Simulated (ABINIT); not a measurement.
Input of an ABINIT 10.8.3 (patched build) run:

File run.abi:

```
# Datasets: one volume each
ndtset 7
getwfk -1
scalecart1 3*0.9795861087
scalecart2 3*0.9864848297
scalecart3 3*0.9932883884
scalecart4 3*1.0000000000
scalecart5 3*1.0066227096
scalecart6 3*1.0131594038
scalecart7 3*1.0196128224

# Pseudopotentials
pp_dirpath "./"
pseudos "Al.GGA_PBE-JTH.xml"

# Structure
acell 3*1.0 Angstrom
rprim
     0.0000000000     2.0248050000     2.0248050000
     2.0248050000     0.0000000000     2.0248050000
     2.0248050000     2.0248050000     0.0000000000
ntypat 1
znucl 13
natom 1
typat 1
xred
     0.0000000000     0.0000000000     0.0000000000

# Plane-wave basis
ecut 18.0
pawecutdg 36.0

# k points
kptopt 1
ngkpt 11 11 11
nshiftk 1
shiftk 0.0 0.0 0.0

# Exchange and correlation
ixc -263267
usekden 1
pawxcdev 0

# Bands and occupations
nband 6
occopt 3
tsmear 0.05 eV

# SCF cycle
nstep 100
tolvrs 1.0e-7

# Output
iomode 3
prtwf 1
prtden 0
prteig 0
prtebands 0
```

Potentials or basis: JTH PAW PBE v2.0.

Command:

```console
$ abinit run.abi > log 2>&1
```

**Question.** Estimate the bulk modulus.

**Answer.** 77 GPa.

**Question.** Estimate the equilibrium volume.

**Answer.** 16.27 Å³/atom.

Energy against volume, from the lowest point:
| volume (Å³/atom) | energy (meV/atom) |
| --- | --- |
| 15.607 | 7.00 |
| 15.939 | 1.69 |
| 16.271 | 0.00 |
| 16.603 | 1.66 |
| 16.935 | 6.20 |
| 17.267 | 13.37 |
| 17.599 | 22.97 |

Caveat: pressures at fixed basis lie under the slope of the energies; the PAW data sets were made with another functional, which shifts forces and pressure a little.

**What was measured.**

From “The interpretation of polycrystalline coherent inelastic neutron scattering from aluminium”, 2013, pmc:3831299, for a bulk crystal of Al: bulk modulus 76.9 GPa.

Measured bulk modulus of Al: 76.9 GPa (quoted in “The interpretation of polycrystalline coherent inelastic neutron scattering from aluminium”, 2013, pmc:3831299). This calculation gives 77 GPa (+0.8 %). The fit is for a static lattice scaled at fixed shape and fixed fractional positions. The cell as given is a measured one (16.60 Å³/atom); SCAN puts the equilibrium volume -2.0 % from it, thermal expansion not counted.
